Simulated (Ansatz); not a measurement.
## Elastic constants of AgI (F-43m), step by step

```
CELL_PARAMETERS angstrom
0.00000 3.17395 3.17395
3.17395 0.00000 3.17395
3.17395 3.17395 0.00000
ATOMIC_POSITIONS crystal
Ag 0.00000 0.00000 0.00000
I 0.75000 0.75000 0.75000
```

Level of theory, where no other is named: LDA, all-electron LAPW in Ansatz 0.2.0, scalar-relativistic. k mesh 8×8×8, strains of ±0.008, fixed occupations, basis error target 0.5 meV/atom. The cell was relaxed by PAW under this functional, which moved its volume by -6 % from the database entry's.

The cell is cubic and carries a residual pressure of 0.01 GPa at this level. Each strain component that symmetry leaves independent is applied at ±0.008, the ions relax wherever a strain frees them, and the stress (tension positive, GPa) is read. Shears are engineering strains, γ = 2ε.

```tsv
strain	size	σxx	σyy	σzz	σyz	σxz	σxy
xx	-0.008	-0.3886	-0.3316	-0.3316	0.0000	0.0000	0.0000
xx	+0.008	0.3559	0.2913	0.2913	0.0000	0.0000	0.0000
yz	-0.008	-0.0110	-0.0103	-0.0103	-0.0867	0.0000	0.0000
yz	+0.008	-0.0110	-0.0103	-0.0103	0.0867	0.0000	0.0000
```

A central difference gives one constant, for example C11 ≈ (0.3559 − (-0.3886))/(0.016) = 46.5 GPa; the program then imposes the crystal's symmetry on the whole matrix.

Task: What are the independent elastic constants?

Result: C11 = 46.5, C12 = 38.9, C44 = 10.8 GPa.

Task: Do they meet the Born conditions?

Result: C11 − C12 = 7.6, C11 + 2C12 = 124.4 and C44 = 10.8 GPa must all be positive, so the crystal is elastically stable; that says nothing yet of its phonons.

Task: What moduli does a random aggregate of grains have?

Result: B = (C11 + 2C12)/3 = 41.5 GPa. G_V = (C11 − C12 + 3C44)/5 = 8.0 and G_R = 5(C11 − C12)C44/(4C44 + 3(C11 − C12)) = 6.2, so G_H = 7.1 GPa. Then E = 9BG/(3B + G) = 20.2 GPa, ν = (3B − 2G)/(6B + 2G) = 0.419 and B/G = 5.82, on the ductile side of Pugh's 1.75 (a rule of thumb, made for metals; it doesn't predict ductility here).

Task: With the density of 6.096 g/cm³, how fast does sound travel, and what Debye temperature follows?

Result: 

| direction | slow (m/s) | middle (m/s) | fast (m/s) |
| --- | --- | --- | --- |
| [100] | 1333 | 1333 | 2763 |
| [110] | 789 | 1333 | 2964 |
| [111] | 1004 | 1004 | 3028 |

The mean of v⁻³ over directions and branches gives v_m = 1213 m/s and θ_D = (ħ/k_B) v_m (6π²n)^(1/3) = 114 K, n being atoms per volume. Young's modulus spans 11 to 30 GPa over directions, and the universal anisotropy index is 1.44.

Task: How far do the constants move if PAW replaces LAPW in the same cell?

Result: 

```json
{"constant": "C11", "LAPW (GPa)": "46.5", "PAW (GPa)": "46.4", "difference": "-0.1"}
{"constant": "C12", "LAPW (GPa)": "38.9", "PAW (GPa)": "38.9", "difference": "0.0"}
{"constant": "C44", "LAPW (GPa)": "10.8", "PAW (GPa)": "10.8", "difference": "0.0"}
```

Task: What happens at 10 GPa (cell relaxed there)?

Result: The volume falls to 0.8534 of its value, and C11 = 86.2, C12 = 91.3, C44 = -3.4 GPa (slopes of the stress), in this structure whether or not another phase takes over. The matrix has a negative eigenvalue there, so the lattice is mechanically unstable at that pressure.

Caveats: constants at zero field, no piezoelectric stiffening; the frozen-core PAW files of the compared runs were fitted under PBE, their cores solved anew for this functional.
